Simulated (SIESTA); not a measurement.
Crystal: TiC.

```
Ti C
1.0
     0.00000    2.16572    2.16572
     2.16572    0.00000    2.16572
     2.16572    2.16572    0.00000
Ti C
1 1
Direct
  0.00000 0.00000 0.00000
  0.50000 0.50000 0.50000
```

The cell is a database's computed one.

Base run:

* Program: SIESTA 5.4.2
* Functional: PBE
* Potentials or basis: PseudoDojo 0.4 standard (PBE files)
* Basis: DZP (energy shift 0.003 Ry; two zetas on semicore shells)
* Grid cutoff: 800 Ry
* Energy shift: 0.003 Ry
* k mesh: 11 × 11 × 11
* Occupations: fermi-dirac, width 0.05 eV
* Spin: no spin polarisation

Its results: band gap on the k mesh none (metal or under the smearing width); pressure 1.4 GPa.

The run is repeated on the same cell with these changes: functional from PBE to BLYP. What comes out?

Band gap on the k mesh none (metal or under the smearing width); pressure 10.5 GPa.

BLYP binds less tightly than PBE, so the same cell stands under more pressure.

Caveats: the basis of atomic orbitals isn't converged, which shifts pressures, moduli and gaps; the potentials were made for another functional, which shifts forces and pressure (some runs).

Not every run made on this cell is shown here.
